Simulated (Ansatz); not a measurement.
# AlN: the cost of one run

Method: reference: DFT, HSE06, plane waves, PAW, in Ansatz 0.2.0.

1 further run of the same task is left out (it didn't finish).

## 1. Starting point

Symmetry: Fm-3m, No. 225, cubic system. Conventional cell: a = 4.038 Å, b = 4.038 Å, c = 4.038 Å, α = 90.00°, β = 90.00°, γ = 90.00°. Al (site symmetry m-3m) is surrounded by 6 N at 2.02 Å. Around N (site symmetry m-3m) lie 6 Al at 2.02 Å.

As a file:

```cif
data_structure
_symmetry_space_group_name_H-M 'Fm-3m'
_symmetry_Int_Tables_number 225
_cell_length_a 4.0377
_cell_length_b 4.0377
_cell_length_c 4.0377
_cell_angle_alpha 90.000
_cell_angle_beta 90.000
_cell_angle_gamma 90.000
_cell_volume 65.83
loop_
_atom_site_label
_atom_site_type_symbol
_atom_site_symmetry_multiplicity
_atom_site_Wyckoff_symbol
_atom_site_fract_x
_atom_site_fract_y
_atom_site_fract_z
_atom_site_occupancy
Al1 Al 4 a 0.00000 0.00000 0.00000 1
N1 N 4 b 0.50000 0.00000 0.00000 1
```

## 2. Baseline

input.yaml

```yaml
crystal:
  lattice:
    - [0.0, 2.0188684454, 2.0188684454]
    - [2.0188684454, 0.0, 2.0188684454]
    - [2.0188684454, 2.0188684454, 0.0]
  atoms:
    - { symbol: Al, position: [0.0, 0.0, 0.0] }
    - { symbol: "N", position: [0.5, 0.5, 0.5] }
kpoints:
  mp_grid: { grid: [6, 6, 6] }
hamiltonian:
  xc: hse06
scf:
  occupations: { method: fixed }
  n_extra_bands: 4
output:
  forces: true
  stress: true
  eigenvalues: true
  write_density: true
  write_potential: true
  elf: true
  volumetric_format: npy
```

Run with:

```bash
$ ansatz run input.yaml --threads 4 --pin off --max-ram 3686MiB --backend cpu --events-out ev --progress --plain --runs-dir out
```

What time and memory should one allow on 4 threads of an Arm CPU, shared host?

About 4 s, with a peak of 0.5 GiB.
